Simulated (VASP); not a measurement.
# Ru in VASP: single point with LDA

Aim: the single point of Ru with LDA.

Everything below comes from runs of VASP 6.6.1. Logs are shortened: lines on timing, memory, paths and dates and some standing lists are left out, and cuts for length are marked.

## 1. The slab as given

The cell holds a slab with vacuum, 7 atoms: a = 2.706 Å, b = 2.706 Å, c = 30.246 Å, α = 90.00°, β = 90.00°, γ = 60.00°.

The cell was built by a generator and needn't be a form met in nature.

## 2. Single point, LDA

INCAR reads:

```
PREC     = Accurate       # precision mode
ENCUT    = 520            # plane-wave cutoff, eV
EDIFF    = 1E-6           # SCF threshold, eV
ISMEAR   = 0              # smearing method
SIGMA    = 0.1            # smearing width, eV
LREAL    = F              # projectors in reciprocal space
LASPH    = T              # aspherical terms in the spheres
NELM     = 100            # most SCF steps
ALGO     = Fast           # electronic algorithm
ISIF     = 2              # what is computed and relaxed
LWAVE    = F              # write WAVECAR
LCHARG   = F              # write CHGCAR
LDIPOL   = T            
IDIPOL   = 3            
DIPOL    = 0.5 0.5 0.500
NBANDS   = 58             # bands
```

KPOINTS reads:

```
Automatic mesh
0
Gamma
  16 16 1
```

POSCAR reads:

```
Ru
1.0
    2.7060000000      0.0000000000      0.0000000000
    1.3530000000      2.3434647426      0.0000000000
    0.0000000000      0.0000000000     30.2460000000
Ru
7
Direct
    0.0000000000      0.0000000000      0.2943756791
    0.3333333333      0.3333333333      0.3608959811
    0.0000000000      0.0000000000      0.4303490197
    0.3333333333      0.3333333333      0.5000000033
    0.0000000000      0.0000000000      0.5696509725
    0.3333333333      0.3333333333      0.6391040245
    0.0000000000      0.0000000000      0.7056243198
```

Potentials or basis: VASP PAW LDA potentials, release 64 (Ru_pv).

Started as:

```
> cat potpaw_LDA.64/Ru_pv/POTCAR > POTCAR
> mpirun -np 1 vasp_std > vasp.out
```

OUTCAR:

```text
PREC = Accurate
   ENCUT = 520
   EDIFF = 1E-6
   ISMEAR = 0
   LREAL = F
   LASPH = T
   NELM = 100
   ISIF = 2

 ion  position               nearest neighbor table
   1  0.000  0.000  0.294-   2 2.55   2 2.55   2 2.55
   2  0.333  0.333  0.361-   1 2.55   1 2.55   1 2.55   3 2.62   3 2.62   3 2.62
   3  0.000  0.000  0.430-   2 2.62   2 2.62   2 2.62   4 2.62   4 2.62   4 2.62
   4  0.333  0.333  0.500-   5 2.62   5 2.62   5 2.62   3 2.62   3 2.62   3 2.62
   5  0.000  0.000  0.570-   6 2.62   6 2.62   6 2.62   4 2.62   4 2.62   4 2.62
   6  0.333  0.333  0.639-   7 2.55   7 2.55   7 2.55   5 2.62   5 2.62   5 2.62
   7  0.000  0.000  0.706-   6 2.55   6 2.55   6 2.55

  LATTYP: Found a hexagonal cell.
 ALAT       =     2.7060000000
 C/A-ratio  =    11.1773835922

  Lattice vectors:

 A1 = (  -1.3530000000,  -2.3434647426,   0.0000000000)
 A2 = (   2.7060000000,   0.0000000000,   0.0000000000)
 A3 = (   0.0000000000,   0.0000000000,  30.2460000000)

Analysis of symmetry for initial positions (statically):
=====================================================================
 Subroutine PRICEL returns:
 Original cell was already a primitive cell.

 Routine SETGRP: Setting up the symmetry group for a
 hexagonal supercell.

 Subroutine GETGRP returns: Found 12 space group operations
 (whereof 12 operations were pure point group operations)
 out of a pool of 24 trial point group operations.

The static configuration has the point symmetry D_3h.

Analysis of symmetry for dynamics (positions and initial velocities):
=====================================================================
 Subroutine PRICEL returns:
 Original cell was already a primitive cell.

 Routine SETGRP: Setting up the symmetry group for a
 hexagonal supercell.

 Subroutine GETGRP returns: Found 12 space group operations
 (whereof 12 operations were pure point group operations)
 out of a pool of 24 trial point group operations.

The dynamic configuration has the point symmetry D_3h.

 Subroutine INISYM returns: Found 12 space group operations
 (whereof 12 operations are pure point group operations),
 and found     1 'primitive' translations

----------------------------------------------------------------------------------------

                                     Primitive cell

  volume of cell :     191.8025

  direct lattice vectors                    reciprocal lattice vectors
     2.706000000  0.000000000  0.000000000     0.369549150 -0.213359301  0.000000000
     1.353000000  2.343464743  0.000000000     0.000000000  0.426718603  0.000000000
     0.000000000  0.000000000 30.246000000     0.000000000  0.000000000  0.033062223

  length of vectors
     2.706000000  2.706000000 30.246000000     0.426718603  0.426718603  0.033062223

  position of ions in fractional coordinates (direct lattice)
     0.000000000  0.000000000  0.294375679
     0.333333333  0.333333333  0.360895981
     0.000000000  0.000000000  0.430349020
     0.333333333  0.333333333  0.500000003
     0.000000000  0.000000000  0.569650972
     0.333333333  0.333333333  0.639104024
     0.000000000  0.000000000  0.705624320

  ion indices of the primitive-cell ions
   primitive index   ion index
                 1           1
                 2           2
                 3           3
                 4           4
                 5           5
                 6           6
                 7           7

----------------------------------------------------------------------------------------

 KPOINTS: Automatic mesh

Automatic generation of k-mesh.
 Grid dimensions read from file:
 generate k-points for:   16   16    1

 Generating k-lattice:

  Cartesian coordinates                     Fractional coordinates (reciprocal lattice)
     0.023096822 -0.013334956  0.000000000     0.062500000 -0.000000000  0.000000000
     0.000000000  0.026669913  0.000000000     0.000000000  0.062500000  0.000000000
     0.000000000  0.000000000  0.033062223     0.000000000  0.000000000  1.000000000

  Length of vectors
     0.026669913  0.026669913  0.033062223

  Shift w.r.t. Gamma in fractional coordinates (k-lattice)
     0.000000000  0.000000000  0.000000000

 Subroutine IBZKPT returns following result:
 ===========================================

 Found     30 irreducible k-points:

 Following reciprocal coordinates:
            Coordinates               Weight
  0.000000  0.000000  0.000000      1.000000
  0.062500 -0.000000  0.000000      6.000000
  0.125000 -0.000000  0.000000      6.000000
  0.187500 -0.000000  0.000000      6.000000
  0.250000 -0.000000  0.000000      6.000000
  0.312500  0.000000  0.000000      6.000000
[... 16 lines left out ...]
  0.375000  0.187500  0.000000      6.000000
  0.437500  0.187500  0.000000     12.000000
 [... further k-points ...]
   k-points           NKPTS =     30   k-points in BZ     NKDIM =     30   number of bands    NBANDS=     58
   number of dos      NEDOS =    301   number of ions     NIONS =      7
   total plane-waves  NPLWV =  96000
   dimension x,y,z NGX =    20 NGY =   20 NGZ =  240
   dimension x,y,z NGXF=    40 NGYF=   40 NGZF=  480
   ions per type =               7
   NGX,Y,Z   is equivalent  to a cutoff of  12.29, 12.29, 13.19 a.u.
   NGXF,Y,Z  is equivalent  to a cutoff of  24.57, 24.57, 26.38 a.u.
 SYSTEM =  unknown system
   PREC   = accura    normal or accurate (medium, high low for compatibility)
   ISTART =      0    job   : 0-new  1-cont  2-samecut
   ICHARG =      2    charge: 1-file 2-atom 10-const
   ISPIN  =      1    spin polarized calculation?
   LNONCOLLINEAR =      F non collinear calculations
   LSORBIT =      F    spin-orbit coupling
   LASPH  =      T    aspherical Exc in radial PAW
   ENCUT  =  520.0 eV  38.22 Ry    6.18 a.u.   5.03  5.03 56.24*2*pi/ulx,y,z
   NELM   =    100;   NELMIN=  2; NELMDL= -5     # of ELM steps
   EDIFF  = 0.1E-05   stopping-criterion for ELM
   LREAL  =      F    real-space projection
   EDIFFG = 0.1E-04   stopping-criterion for IOM
   NSW    =      0    number of steps for IOM
   IBRION =     -1    ionic relax: 0-MD 1-quasi-New 2-CG
   NFREE  =      0    steps in history (QN), initial steepest desc. (CG)
   ISIF   =      2    stress and relaxation
   ISYM   =      2    0-nonsym 1-usesym 2-fastsym
   POTIM  = 0.5000    time-step for ionic-motion
   TEBEG  =    0.0;   TEEND  =   0.0 temperature during run
   PSTRESS=    0.0 pullay stress
   NELECT =      98.0000    total number of electrons
   NUPDOWN=      -1.0000    fix difference up-down
   EMIN   =  10.00;   EMAX   =-10.00  energy-range for DOS
   EFERMI =   0.00;   METHOD = LEGACY
   ISMEAR =     0;   SIGMA  =   0.10  broadening in eV -4-tet -1-fermi 0-gaus
   EFERMI_NEDOS =   21; number of points for ismear=-14 and -15
   IALGO  =     68    algorithm
   IMIX   =      4    mixing-type and parameters
     AMIX     =   0.40;   BMIX     =  1.00
     AMIX_MAG =   1.60;   BMIX_MAG =  1.00
  volume/ion in A,a.u.               =      27.40       184.91
  Fermi-wavevector in a.u.,A,eV,Ry     =   1.308776  2.473229 23.305362  1.712896
  Thomas-Fermi vector in A             =   2.439420
   LORBIT       =      0    0 simple, 1 ext, 2 COOP (PROOUT), +10 PAW based schemes
   GGA     = CA    functional components
   LHFCALC =     F    Hartree Fock is set to
   AEXX    =    0.0000 exact exchange contribution
   IVDW    =     0    specifies the selected vdW correction
   LEPSILON=     F    determine dielectric tensor
   LRPA    =     F    only Hartree local field effects (RPA)
 non-spin polarized calculation
 RMM-DIIS sequential band-by-band and
 Gauss-broadening in eV      SIGMA  =   0.10
  energy-cutoff  :      520.00
  volume of cell :      191.80
 maximum number of plane-waves:      5219
   NGX =  9   NGY =  9   NGZ =113

 dipolmoment           0.000000      0.000000      0.000000 electrons x Angstroem

 number of electron      97.9999995 magnetization

 dipolmoment           0.000000      0.000000     -0.000000 electrons x Angstroem

 Free energy of the ion-electron system (eV)
  ---------------------------------------------------
  ext. energy  EPLUGINS =         0.00000000
  ---------------------------------------------------
  free energy    TOTEN  =       -72.29708386 eV

  energy without entropy =      -72.26233148  energy(sigma->0) =      -72.27970767

 E-fermi :   3.6641     XC(G=0):  -7.7295

 val. band max:        3.6577771649   @ k =   0.3750   0.1875   0.0000
 cond. band min:       3.6694346273   @ k =   0.5000   0.0625   0.0000
 fundamental gap:      0.0116574625
 Fermi energy:         3.6641247302

 k-point     1 :       0.0000    0.0000    0.0000
  band No.  band energies     occupation
      1     -39.9318      2.00000
      2     -39.8556      2.00000
      3     -39.5397      2.00000
      4     -39.2007      2.00000
      5     -39.0231      2.00000
      6     -39.0231      2.00000
[... 50 lines left out ...]
     57       4.5368      0.00000
     58       5.0103      0.00000

 k-point     2 :       0.0625   -0.0000    0.0000
  band No.  band energies     occupation
      1     -39.9190      2.00000
      2     -39.8464      2.00000
      3     -39.5385      2.00000
      4     -39.2196      2.00000
      5     -39.0592      2.00000
      6     -39.0389      2.00000
[... 50 lines left out ...]
     57       4.4332      0.00000
     58       4.8388      0.00000

 k-point     3 :       0.1250   -0.0000    0.0000
  band No.  band energies     occupation
      1     -39.8823      2.00000
      2     -39.8206      2.00000
      3     -39.5387      2.00000
      4     -39.2829      2.00000
      5     -39.1529      2.00000
      6     -39.0823      2.00000
[... 1216 lines left out ...]
      3     -39.6625      2.00000
      4     -39.6386      2.00000
      5     -39.5002      2.00000
      6     -39.4005      2.00000
[... 50 lines left out ...]
     57       5.1803      0.00000
     58       5.6339      0.00000

 k-point    24 :       0.4375    0.1875    0.0000
  band No.  band energies     occupation
      1     -39.7245      2.00000
      2     -39.7206      2.00000
      3     -39.6827      2.00000
      4     -39.6781      2.00000
      5     -39.5179      2.00000
      6     -39.4885      2.00000
[... 50 lines left out ...]
     57       6.2737      0.00000
     58       6.5030      0.00000

 [... further k-points ...]

------------------------ aborting loop because EDIFF is reached ----------------------------------------

 vacuum level on the upper side and lower side of the slab       (xc-potential included)        -0.135        -0.135

  FORCE on cell =-STRESS in cart. coord.  units (eV):
  Direction    XX          YY          ZZ          XY          YZ          ZX
  --------------------------------------------------------------------------------------
  -------------------------------------------------------------------------------------
  Total       -6.9932218     -6.9932218      0.5708185      0.0000000      0.0000000      0.0000000
  in kB      -58.4162560    -58.4162560      4.7681997      0.0000000      0.0000000      0.0000000
  external PRESSURE =     -37.3547708 kB  Pullay stress =       0.0000000 kB

 VOLUME and BASIS-vectors are now :
 -----------------------------------------------------------------------------
  energy-cutoff  :      520.00
  volume of cell :      191.80
      direct lattice vectors                 reciprocal lattice vectors
     2.706000000  0.000000000  0.000000000     0.369549150 -0.213359301  0.000000000
     1.353000000  2.343464743  0.000000000     0.000000000  0.426718603  0.000000000
     0.000000000  0.000000000 30.246000000     0.000000000  0.000000000  0.033062223

 POSITION                                       TOTAL-FORCE (eV/Angst)
 -----------------------------------------------------------------------------------
      0.00000      0.00000      8.90369         0.000000     -0.000000     -0.067242
      1.35300      0.78115     10.91566        -0.000000     -0.000000      0.019007
      0.00000      0.00000     13.01634         0.000000      0.000000      0.004697
      1.35300      0.78115     15.12300        -0.000000     -0.000000      0.000000
      0.00000      0.00000     17.22966         0.000000      0.000000     -0.004697
      1.35300      0.78115     19.33034         0.000000      0.000000     -0.019007
      0.00000      0.00000     21.34231         0.000000      0.000000      0.067242
 -----------------------------------------------------------------------------------
    total drift:                                0.000001      0.000000     -0.000002

  FREE ENERGIE OF THE ION-ELECTRON SYSTEM (eV)
  ---------------------------------------------------
  free  energy   TOTEN  =       -72.2970838599 eV

  energy  without entropy=      -72.2623314824  energy(sigma->0) =      -72.27970767

 vacuum level on the upper side and lower side of the slab         8.881         8.881
```

Wall time 17 min (1 thread of Intel Xeon Platinum 8175M at 2.50GHz (Skylake/Cascade Lake), shared host); peak memory 0.37 GiB.

What came out:

| Item | Value |
| --- | --- |
| Free energy | -72.2971 eV |
| Largest force | 0.067 eV/Å |
| Band gap on the k mesh | none (metal or under the smearing width) |

Forces on the atoms (eV/Å):
```
Ru   0.000  0.000 -0.067
Ru   0.000  0.000  0.019
Ru   0.000  0.000  0.005
Ru   0.000  0.000  0.000
Ru   0.000  0.000 -0.005
Ru   0.000  0.000 -0.019
Ru   0.000  0.000  0.067
```

Levels at points of the mesh, in eV from the Fermi level:
```tsv
k point	band 45	band 46	band 47	band 48	band 49	band 50
(0.00, 0.00, 0.00)	-2.04	-2.04	-1.64	-1.29	-1.29	-0.75
(0.50, 0.00, 0.00)	0.15	0.84	1.07	1.36	1.36	1.43
```
